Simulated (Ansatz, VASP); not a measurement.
## Two plane-wave programs on BN

INCAR

```
PREC     = Accurate       # precision mode
ENCUT    = 520            # plane-wave cutoff, eV
EDIFF    = 1E-7           # SCF threshold, eV
ISMEAR   = 0              # smearing method
SIGMA    = 0.05           # smearing width, eV
LREAL    = F              # projectors in reciprocal space
LASPH    = T              # aspherical terms in the spheres
NELM     = 100            # most SCF steps
ALGO     = Normal         # electronic algorithm
ISIF     = 2              # what is computed and relaxed
LWAVE    = F              # write WAVECAR
LCHARG   = F              # write CHGCAR
GGA      = PS             # functional
NBANDS   = 16             # bands
```

Contents of KPOINTS:

```
regular mesh
0
Gamma
  12 12 4
```

Contents of POSCAR:

```
BN
1.0
    2.5039917043      0.0000000000      0.0000000000
   -1.2519958522      2.1685204268      0.0000000000
    0.0000000000      0.0000000000      6.8277300000
B N
2 2
Direct
    0.3333333333      0.6666666667      0.2500000000
    0.6666666667      0.3333333333      0.7500000000
    0.3333333333      0.6666666667      0.7500000000
    0.6666666667      0.3333333333      0.2500000000
```

Input for Ansatz:

```yaml
crystal:
  lattice:
    - [2.5039917043, 0.0, 0.0]
    - [-1.2519958522, 2.1685204268, 0.0]
    - [0.0, 0.0, 6.82773]
  atoms:
    - { symbol: B, position: [0.3333333333, 0.6666666667, 0.25] }
    - { symbol: B, position: [0.6666666667, 0.3333333333, 0.75] }
    - { symbol: "N", position: [0.3333333333, 0.6666666667, 0.75] }
    - { symbol: "N", position: [0.6666666667, 0.3333333333, 0.25] }
basis:
  ecutwfc: 420
kpoints:
  mp_grid: { grid: [12, 12, 4] }
hamiltonian:
  xc: pbesol
scf:
  occupations: { method: gaussian, width: 0.05 }
output:
  forces: true
  stress: true
  eigenvalues: true
```

Change from the starting cell: strain +0.000 along x and y, +0.025 along z, atoms carried along.

Alike in both runs: task single point; functional PBEsol; k mesh 12 × 12 × 4; occupations gaussian, width 0.05 eV; no spin polarisation.

|  | VASP | Ansatz |
| --- | --- | --- |
| version | VASP 6.6.1 | Ansatz 0.2.0 |
| potentials or method | VASP PAW PBE potentials, release 64 (B, N) | scalar-relativistic, plane waves, PAW |
| plane-wave cutoff (eV) | 520 | 420 |
| valence electrons in the cell | 16 | 16 |

Ansatz gave:

| Quantity | Value |
| --- | --- |
| gap on the k mesh at the Fermi level (eV) | 4.22 |
| least direct gap on the mesh (eV) | 4.59 |
| pressure (GPa) | 0.2 |
| largest component of the traceless stress (GPa) | 0.13 |

Q: What did VASP give for the same quantities?

A: gap on the k mesh at the Fermi level (eV): 4.21; least direct gap on the mesh (eV): 4.59; pressure (GPa): 0.5; largest component of the traceless stress (GPa): 0.30.

With one functional, cell and mesh, what is left measures potentials, basis and numerics.

Caveats: the PAW data sets were made with another functional, which shifts forces and pressure a little (VASP); this functional lacks dispersion, which binds the layers, so the pressure and a relaxed spacing across them are unreliable. A k mesh can miss the band edges.
